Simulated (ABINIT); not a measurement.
# ZrB2 (P6/mmm) in ABINIT: settings compared, part 2 of 3

ABINIT 10.8.3 (patched build). The steps go on from the part before.

## Step 3: Optical spectrum, LDA (cell relaxed at zero pressure by an earlier run)

Contents of run.abi:

```
# Datasets
ndtset 3

# Pseudopotentials
pp_dirpath "./"
pseudos "Zr.upf, B.upf"

# Structure
acell 3*1.0
rprim
     5.9218940374     0.0000000000     0.0000000000
    -2.9609470093     5.1285106654     0.0000000000
     0.0000000000     0.0000000000     6.5939757951
ntypat 2
znucl 40 5
natom 3
typat 1 2 2
chkprim 0
chksymtnons 0
tolsym 1.0e-6
xred
            0.0            0.0            0.0
            2/3            1/3            1/2
            1/3            2/3            1/2

# Plane-wave basis
ecut 1034.032677 eV
ecutsm 0.5

# k points
ngkpt 12 12 8
nshiftk 1
shiftk 0.0 0.0 0.5
istwfk *1

# Exchange and correlation
ixc 7

# Bands and occupations
occopt 3
tsmear 0.00183747

# SCF cycle
nstep 80

# Output
iomode 3
prteig 0
prtebands 0

# Dataset 1: ground state
nband1 13
tolvrs1 1.0e-12
prtden1 1
prtwf1 0
kptopt1 1

# Dataset 2: empty bands at fixed density
iscf2 -3
getden2 1
nband2 19
nbdbuf2 4
tolwfr2 1.0e-12
nstep2 120
prtden2 0
kptopt2 1

# Dataset 3: wave functions and velocity matrix elements in the full zone
optdriver3 8
wfk_task3 "wfk_optics_fullbz"
getwfk3 2
nband3 15
kptopt3 1
prtevk3 1
inclvkb3 2
```

Contents of optic.abi:

```
&FILES
 ddkfile_1 = 'runo_DS3_1_EVK.nc',
 ddkfile_2 = 'runo_DS3_2_EVK.nc',
 ddkfile_3 = 'runo_DS3_3_EVK.nc',
 wfkfile = 'runo_DS3_WFK.nc'
/
&PARAMETERS
 broadening = 0.005512,
 domega = 0.002,
 maxomega = 0.8,
 scissor = 0.000000,
 tolerance = 0.002
/
&COMPUTATIONS
 num_lin_comp = 2,
 lin_comp = 11,33,
 num_nonlin_comp = 0
/
```

Potentials or basis: PseudoDojo NC SR LDA v0.4.1 standard.

On the command line:

```console
abinit run.abi > log 2>&1
optic optic.abi > optic.log 2>&1
```

run.abo:

```text
.Version 10.8.3 of ABINIT
 DATASET    1 : space group P6/m m m (#191); Bravais hP (primitive hexag.)
================================================================================
 Values of the parameters that define the memory need for DATASET  1.
     intxc =       0    ionmov =       0      iscf =       7    lmnmax =       6
     lnmax =       6     mgfft =      40  mpssoang =       3    mqgrid =    3001
     natom =       3  nloc_mem =       1    nspden =       1   nspinor =       1
    nsppol =       1      nsym =      24    n1xccc =    2501    ntypat =       2
    occopt =       3   xclevel =       1
       mpw =        2256          nfft =       51840          nkpt =          76
================================================================================
================================================================================
[... 13 lines left out ...]
 DATASET    3 : space group P6/m m m (#191); Bravais hP (primitive hexag.)
================================================================================
 Values of the parameters that define the memory need for DATASET  3.
     intxc =       0    ionmov =       0      iscf =       7    lmnmax =       6
     lnmax =       6     mgfft =      40  mpssoang =       3    mqgrid =    3001
     natom =       3  nloc_mem =       1    nspden =       1   nspinor =       1
    nsppol =       1      nsym =      24    n1xccc =    2501    ntypat =       2
    occopt =       3   xclevel =       1
       mpw =        2256          nfft =       51840          nkpt =          76
================================================================================
================================================================================

--------------------------------------------------------------------------------
------------- Echo of variables that govern the present computation ------------
--------------------------------------------------------------------------------
 -outvars: echo values of preprocessed input variables --------
            acell      1.0000000000E+00  1.0000000000E+00  1.0000000000E+00 Bohr
              amu      9.12240000E+01  1.08110000E+01
          chkprim           0
      chksymtnons           0
             ecut      3.80000000E+01 Hartree
           ecutsm      5.00000000E-01 Hartree
           getden1          0
           getden2          1
           getden3          0
           getwfk1          0
           getwfk2          0
           getwfk3          2
             iscf1          7
             iscf2         -3
             iscf3          7
              ixc           7
           jdtset        1    2    3
                       outvar_i_n : Printing only first  50 k-points.
         kptrlatt       12    0    0      0   12    0      0    0    8
          kptrlen      5.27518064E+01
            natom           3
            nband1         13
            nband2         19
            nband3         15
           nbdbuf1          0
           nbdbuf2          4
           nbdbuf3          0
           ndtset           3
            ngfft          36      36      40
             nkpt          76
            nstep1         80
            nstep2        120
            nstep3         80
             nsym          24
           ntypat           2
                       prtocc : prtvol=0, do not print more k-points.
                       prtocc : prtvol=0, do not print more k-points.
                       prtocc : prtvol=0, do not print more k-points.
           occopt           3
        optdriver1          0
        optdriver2          0
        optdriver3          8
           prtden1          1
           prtden2          0
           prtden3          1
        prtebands           0
           prteig           0
[... 286 lines left out ...]
 ------------------------------------------------
 Atom  Sphere_radius  Integrated_density
    1        2.00000          8.44758734
    2        2.00000          2.68676750
    3        2.00000          2.68676750
================================================================================

 ----iterations are completed or convergence reached----

 Mean square residual over all n,k,spin=   51.545E-14; max=  99.939E-14
 reduced coordinates (array xred) for    3 atoms
       0.000000000000      0.000000000000      0.000000000000
       0.666666666667      0.333333333333      0.500000000000
       0.333333333333      0.666666666667      0.500000000000

 cartesian coordinates (angstrom) at end:
    1      0.00000000000000     0.00000000000000     0.00000000000000
    2      1.56686568558233     0.90463032272051     1.74469085882284
    3      0.00000000331618     1.80926064544102     1.74469085882284
 length scales=  1.000000000000  1.000000000000  1.000000000000 bohr
              =  0.529177210544  0.529177210544  0.529177210544 angstroms
 Eigenvalues (hartree) for nkpt=  76  k points:
 kpt#   1, nband= 19, wtk=  0.00174, kpt=  0.0000  0.0000  0.0625 (reduced coord)
  -1.30935   -0.51131   -0.48784   -0.48784    0.00276    0.35289    0.37096    0.37096
   0.40256    0.58547    0.58547    0.62337    0.62337    0.66219    0.68134    0.68134
   0.76139    0.83310    1.06303
      occupation numbers for kpt#   1
   2.00000    2.00000    2.00000    2.00000    2.00000    2.00000    2.00000    2.00000
   2.00000    0.00000    0.00000    0.00000    0.00000    0.00000    0.00000    0.00000
   0.00000    0.00000    0.00000
 prteigrs : prtvol=0 or 1, do not print more k-points.

--- !EnergyTerms
iteration_state     : {dtset: 2, }
comment             : Components of total free energy in Hartree
kinetic             :  1.87356039876726E+01
hartree             :  6.04491644069873E+00
xc                  : -1.25801695717864E+01
Ewald energy        : -4.88695871159473E+01
psp_core            :  2.27065016860932E+00
local_psp           : -2.76243949458001E+01
non_local_psp       :  5.30354993274934E+00
internal            : -5.67194311038038E+01
'-kT*entropy'       : -1.36819966649321E-04
total_energy        : -5.67195679237705E+01
...

--- !EnergyTermsDC
iteration_state     : {dtset: 2, }
comment             : '"Double-counting" decomposition of free energy'
band_energy         : -2.88551231084586E+00
Ewald energy        : -4.88695871159473E+01
psp_core            :  2.27065016860932E+00
xc_dc               : -7.23498177553847E+00
internal            : -5.67194310337223E+01
'-kT*entropy'       : -1.36819966649321E-04
total_energy_dc     : -5.67195678536890E+01
...

================================================================================
== DATASET  3 ==================================================================

--- !DatasetInfo
iteration_state: {dtset: 3, }
dimensions: {natom: 3, nkpt: 76, mband: 15, nsppol: 1, nspinor: 1, nspden: 1, mpw: 2256, }
cutoff_energies: {ecut:  38.0, pawecutdg:  -1.0, }
electrons: {nelect:   1.80000000E+01, charge:   0.00000000E+00, occopt:   3.00000000E+00, tsmear:   1.83747000E-03, }
meta: {optdriver: 8, wfk_task: 7, }
...

 mkfilename : getwfk/=0, take file _WFK from output of DATASET   2.

 Exchange-correlation functional for the present dataset will be:
  LDA: Perdew-Wang 92 LSD fit to Ceperley-Alder data - ixc=7
  J.P.Perdew and Y.Wang, PRB 45, 13244 (1992)

--------------------------------------------------------------------------------

 Computation of velocity matrix elements (DDK)

 Parameters extracted from the Abinit header:
    ecut:     38.0
    nkpt:    1152
    mband:   19
    nsppol:  1
    nspinor: 1
    useylm:  0
    inclvkb: 2
    bmin: 1, bmax: 19
    Computing diagonal and off-diagonal matrix elements
    Between band index bmin: 1, bmax: 19

== END DATASET(S) ==============================================================
================================================================================

 -outvars: echo values of variables after computation  --------
            acell      1.0000000000E+00  1.0000000000E+00  1.0000000000E+00 Bohr
           etotal1    -5.6719567853E+01
           etotal2    -5.6719567853E+01
           etotal3     0.0000000000E+00
            fcart1     4.8500612921E-28 -8.4005526023E-28 -0.0000000000E+00
                       1.2125153230E-27  6.3004144428E-27 -0.0000000000E+00
                      -1.6975214523E-27 -5.4603591826E-27 -0.0000000000E+00
            fcart3     0.0000000000E+00  0.0000000000E+00  0.0000000000E+00
                       0.0000000000E+00  0.0000000000E+00  0.0000000000E+00
                       0.0000000000E+00  0.0000000000E+00  0.0000000000E+00
            rprim      5.9218940374E+00  0.0000000000E+00  0.0000000000E+00
                      -2.9609470093E+00  5.1285106654E+00  0.0000000000E+00
                       0.0000000000E+00  0.0000000000E+00  6.5939757951E+00
           strten1    -3.1115360936E-06 -3.1114940636E-06  4.0198692961E-06
                       0.0000000000E+00  0.0000000000E+00 -2.0776309750E-11
           strten3     0.0000000000E+00  0.0000000000E+00  0.0000000000E+00
                       0.0000000000E+00  0.0000000000E+00  0.0000000000E+00
           xangst      0.0000000000E+00  0.0000000000E+00  0.0000000000E+00
                       1.5668656856E+00  9.0463032272E-01  1.7446908588E+00
                       3.3161772677E-09  1.8092606454E+00  1.7446908588E+00
             xred      0.0000000000E+00  0.0000000000E+00  0.0000000000E+00
                       6.6666666667E-01  3.3333333333E-01  5.0000000000E-01
                       3.3333333333E-01  6.6666666667E-01  5.0000000000E-01
 Calculation completed.
```

Run time: 2.3 min. Hardware: 1 thread of Arm Neoverse V2, shared host; peak memory 0.88 GiB.

What came out:

* Free energy: -1543.4181 eV
* Pressure: 0.0 GPa

Dielectric function (mean over the directions given):
```tsv
energy (eV)	real part	imaginary part
0.33	24.75	38.70
0.98	28.99	25.02
1.63	7.55	28.61
2.29	9.02	16.87
2.94	5.90	16.99
3.70	3.13	10.94
4.35	1.69	11.74
5.01	1.97	9.45
5.66	1.43	8.63
6.31	1.06	7.29
7.08	1.10	8.26
7.73	1.63	8.81
8.38	-0.60	8.12
9.03	-1.59	7.02
9.69	-1.32	6.51
10.45	-3.09	5.69
11.10	-3.34	3.92
11.76	-3.15	3.26
12.41	-2.30	2.72
13.06	-2.34	2.50
13.82	-2.04	1.80
14.48	-1.84	1.84
15.13	-1.56	1.13
15.78	-1.26	1.02
16.44	-1.06	0.79
17.20	-0.82	0.64
17.85	-0.56	0.62
18.50	-0.50	0.47
19.16	-0.39	0.42
19.92	-0.18	0.33
```

Caveat: the intraband (Drude) term is left out; spectra need much finer meshes, so this one isn't converged; independent-particle spectra lack excitons.

(Part 2 of 3 ends here.)
